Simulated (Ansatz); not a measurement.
## ZnS at 11 GPa: from Born charge to LO–TO splitting and polaron coupling

Level of theory: DFT LDA, scalar-relativistic, plane waves, PAW (Ansatz 0.2.0). Settings: 420 eV plane-wave cutoff, Γ-centred 10×10×10 mesh, fixed occupations. No spin polarisation. Phonons by linear response, acoustic sum rule imposed.

The cell, relaxed at 11 GPa:
```yaml
crystal:
  lattice:
    - [0.00000, 2.56033, 2.56033]
    - [2.56033, 0.00000, 2.56033]
    - [2.56033, 2.56033, 0.00000]
  atoms:
    - { symbol: Zn, position: [0.00000, 0.00000, 0.00000] }
    - { symbol: S, position: [0.75000, 0.75000, 0.75000] }
```

At this pressure the crystal is close to a known change of phase.

Linear response gives ν_TO = 344.6 cm⁻¹, Born charges ±1.756 e (positive on Zn) and ε∞ = 6.207. The primitive cell holds 33.567 Å³, and the masses are 65.380 and 32.060 amu.

**Question.** Find ν_LO and the static dielectric constant.

**Answer.** The long-wave field adds a restoring force: ω_LO² − ω_TO² = Z*²e²/(ε_vac ε∞ μV). In these units ν_LO² − ν_TO² = 4.92064×10⁷ Z*²/(μ V ε∞) cm⁻², with μ = m₁m₂/(m₁ + m₂) = 21.512 amu: 33858 cm⁻². So ν_LO = √(344.6² + 33858) = 390.6 cm⁻¹, and the run gives 390.6. Lyddane–Sachs–Teller then gives ε0 = ε∞ (ν_LO/ν_TO)² = 7.98, against 7.98 in the run (it forms both from the same three quantities, so the match checks the arithmetic only). Between ν_TO and ν_LO the dielectric function is negative and an undamped crystal reflects fully: a reststrahlen band from 25.6 to 29.0 μm.

**Question.** What do the Clausius–Mossotti polarisability and the Szigeti charge come to?

**Answer.** With the Lorentz local field, α = (3V/4π)(ε∞ − 1)/(ε∞ + 2) = 5.08 Å³ for the pair, and e_S = 3Z*/(ε∞ + 2) = 0.64 e. The Born charge includes the electrons' response to the dipole's own local field, and e_S takes that enhancement out. The Lorentz field assumes point-like polarisable ions, a poor picture once ε∞ is this large, since the electron clouds then overlap or are shared, so both numbers are formal here.

**Question.** How strongly does a slow electron couple to the LO mode?

**Answer.** For one isotropic parabolic band, Fröhlich's constant is α_F = (1/ε∞ − 1/ε0) √(m* Ry/ħω_LO), with Ry = 13.606 eV, ħω_LO = 48.4 meV and m* in free-electron masses: α_F = 0.0358 × 16.76 × √m* = 0.60 √m*. The band mass isn't part of this run; for m* = 0.1, 0.3 and 1 it gives 0.19, 0.33, 0.60. In weak coupling the polaron lies α_F ħω_LO below the band edge (16 meV at m* = 0.3) with a mass m*(1 + α_F/6); past α_F of about 5 or 6 that expansion fails. A semilocal functional's ε∞ tends to be too large, which taken alone lowers α_F.

Cost: 1 run of about 1.1 core-minutes, on Arm Neoverse V1 (shared hosts).

The modest LO-TO splitting reflects a polar but substantially covalent bond. The Born charge of 1.756 e lies below the nominal divalent value, as expected for tetrahedral sp³ bonding in which sulfur p states mix with zinc s and p states, and the electronic screening weakens the long-range field further. Most of the static dielectric response is therefore electronic: ε∞ is 6.207 and ε0 only 7.98. The lattice part is set by the Born charge, reduced mass, cell volume and TO frequency, so a stiff TO mode keeps it small.

The same small difference between the inverse dielectric constants limits the Fröhlich coupling. For the band masses considered, a conduction electron would form a large, weakly bound polaron rather than a self-trapped one, at least through this long-range channel. The real, fairly high TO frequency doesn't establish that the zinc-blende phase is stable at this pressure, because the transition to rock salt is first order and reconstructive and needs no soft zone-centre optical mode.
